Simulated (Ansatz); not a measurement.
# FeGe under changes of volume

One of the cells (14.837 Å³/atom); the others are scaled copies at fixed shape and fractional positions:

```
CELL_PARAMETERS angstrom
4.99760 0.00000 0.00000
-2.49880 4.32805 0.00000
0.00000 0.00000 4.11576
ATOMIC_POSITIONS crystal
Ge 0.66667 0.33333 0.50000
Ge 0.33333 0.66667 0.50000
Ge 0.00000 0.00000 0.00000
Fe 0.00000 0.50000 0.00000
Fe 0.50000 0.50000 0.00000
Fe 0.50000 0.00000 0.00000
```

The cell is a database's computed one.

```yaml
Program: Ansatz 0.2.0
Functional: PBE
Potentials_or_basis: Ansatz PAW
Cutoff: "420 eV (not typed: the program's choice for these potentials)"
k_mesh: 6 × 6 × 7
Occupations: fermi-dirac, width 0.05 eV
Spin: collinear spin, ferromagnetic start
Starting_moments: "[0.0, 0.0, 0.0, 3.0, 3.0, 3.0] μB"
```

| volume (Å³/atom) | energy over the lowest point (meV/atom) | pressure (GPa) | moment (μB per cell) |
| --- | --- | --- | --- |
| 13.947 | 6.82 | 5.3 | 4.08 |
| 14.244 | 0.39 | 1.8 | 4.16 |
| 14.540 | 0.00 | -1.3 | 4.24 |
| 14.837 | 5.01 | -4.0 | 4.32 |
| 15.134 | ? | ? | ? |
| 15.431 | 28.59 | -8.2 | 4.57 |
| 15.727 | 45.47 | -9.3 | 4.99 |

**Question.** What does the run at 15.134 Å³/atom give?

**Answer.** Energy over the lowest point 14.78 meV/atom; pressure -6.3 GPa; moment 4.41 μB per cell.

Worked out: A Birch-Murnaghan fit of order 3 (a polynomial in V^(-2/3)) to the other rows has its minimum at 14.41 Å³/atom with B0 = V·E''(V) = 151 GPa and B' = 6.3 at fixed shape and positions, which overstates the stiffness. It gives 14.81 meV/atom at 15.134 Å³/atom, against the run's 14.78, and -dE/dV = -6.4 GPa, against -6.3. A parabola through the other rows of the moment, of slope 0.611 μB per Å³/atom there, gives 4.47 μB, against the run's 4.41.

Energies are extrapolated to zero smearing.
